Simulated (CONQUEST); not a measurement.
Crystal: SnSe.

```
Sn Se
1.0
     4.19000    0.00000    0.00000
     0.00000    4.46000    0.00000
     0.00000    0.00000   11.42000
Sn Se
4 4
Direct
  0.75000 0.90900 0.87700
  0.25000 0.40900 0.62300
  0.75000 0.59100 0.37700
  0.25000 0.09100 0.12300
  0.75000 0.98400 0.64300
  0.25000 0.48400 0.85700
  0.75000 0.51600 0.14300
  0.25000 0.01600 0.35700
```

Base run:

| Quantity | Value |
| --- | --- |
| Program | CONQUEST 1.3 |
| Functional | PBE |
| Potentials or basis | PseudoDojo NC PBE, SZP, grid cutoff 120 Ha |
| k mesh | 4 × 4 × 2 |
| Occupations | fermi-dirac, width 0.05 eV |
| Spin | no spin polarisation |

Its results: band gap on the k mesh 1.05 eV, indirect (least direct gap 1.28 eV); pressure 4.9 GPa; largest force 0.720 eV/Å.

Q: The run is repeated on the same cell with these changes: k mesh from 4 × 4 × 2 to 6 × 6 × 3. What comes out?

A: Band gap on the k mesh 0.62 eV, indirect (least direct gap 0.80 eV); pressure 4.9 GPa; largest force 0.757 eV/Å.

Caveats: the atomic basis is small; spin-orbit coupling is left out, which moves the levels of the heavy elements; the basis of atomic orbitals isn't converged, which shifts pressures, moduli and gaps; an odd mesh through Γ misses points on the zone boundary, where band edges often lie (some runs).

Not every run made on this cell is shown here.
